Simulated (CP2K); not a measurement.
Runs of CP2K 2026.2 on CuI (Marshite). The structure is cubic, space group F-43m (No. 216). The conventional cell has a = 6.063 Å, b = 6.063 Å, c = 6.063 Å, α = 90.00°, β = 90.00°, γ = 90.00°. I (site symmetry -43m) has 4 Cu at 2.63 Å as nearest neighbours. Cu (site symmetry -43m) is surrounded by 4 I at 2.63 Å. 

```csv
task,level,potentials or basis,spin,U,k mesh,k points reduced by the point group,points a segment of the path (NPOINTS),bands added on the path,PLUS_U_METHOD,shape of the broadening,gap on the mesh (eV),pressure (GPa)
band structure,PBE,"GTH_POTENTIALS I GTH-PBE-q7, Cu GTH-PBE-q11; DZVP-MOLOPT-SR-GTH basis",off,-,8 × 8 × 8,yes,6,6,-,-,(b),1.8
projected density of states,PBE+U,"GTH_POTENTIALS I GTH-PBE-q7, Cu GTH-PBE-q11; DZVP-MOLOPT-SR-GTH basis",off,Cu d U = 4.0 eV,6 × 6 × 6,yes,-,-,MULLIKEN,LORENTZIAN,2.33,-
projected density of states,PBE+U,"GTH_POTENTIALS I GTH-PBE-q7, Cu GTH-PBE-q11; DZVP-MOLOPT-SR-GTH basis",off,Cu d U = 6.0 eV,6 × 6 × 6,yes,-,-,MULLIKEN,LORENTZIAN,2.70,-
band structure,PBE,"GTH_SOC_POTENTIALS I GTH-PBE-q7, Cu GTH-PBE-q11; DZVP-MOLOPT-SR-GTH basis","SOC, no magnetisation",-,8 × 8 × 8,-,6,6,-,-,-,1.8
band structure,HLE16,"GTH_POTENTIALS I GTH-PBE-q7, Cu GTH-PBE-q11; DZVP-MOLOPT-SR-GTH basis",off,-,8 × 8 × 8,yes,6,6,-,-,2.96,-0.2
projected density of states,PBE+U,"GTH_POTENTIALS I GTH-PBE-q7, Cu GTH-PBE-q11; DZVP-MOLOPT-SR-GTH basis",off,Cu d U = 8.0 eV,6 × 6 × 6,yes,-,-,MULLIKEN,LORENTZIAN,(a),-
band structure,HLE16,"GTH_SOC_POTENTIALS I GTH-PBE-q7, Cu GTH-PBE-q11; DZVP-MOLOPT-SR-GTH basis","SOC, no magnetisation",-,8 × 8 × 8,-,6,6,-,-,-,-0.2
projected density of states,PBE,"GTH_POTENTIALS I GTH-PBE-q7, Cu GTH-PBE-q11; DZVP-MOLOPT-SR-GTH basis",off,-,6 × 6 × 6,yes,-,-,-,LORENTZIAN,1.16,1.8
```

Alike in all rows: cell as given; smearing fermi-dirac 0.05 eV.

Q: Estimate the missing entries.

A: (a) 2.95; (b) 1.17.

Caveats: the basis of atomic orbitals isn't converged, which shifts pressures, moduli and gaps; spin-orbit coupling is left out, which moves the levels of the heavy elements (some runs); the U term came out negative, which shows unphysical Mulliken occupations (some runs); this program's U acts on Mulliken populations of all basis functions of the shell, so it isn't the U of plane-wave codes (some runs); energies scatter by some meV and the pressure isn't listed (some runs); the potentials were made for a functional far from this one (some runs); the potentials were made for another functional, which shifts forces and pressure (some runs).

A k mesh can miss the band edges, and rows without SOC leave out spin-orbit coupling on I.
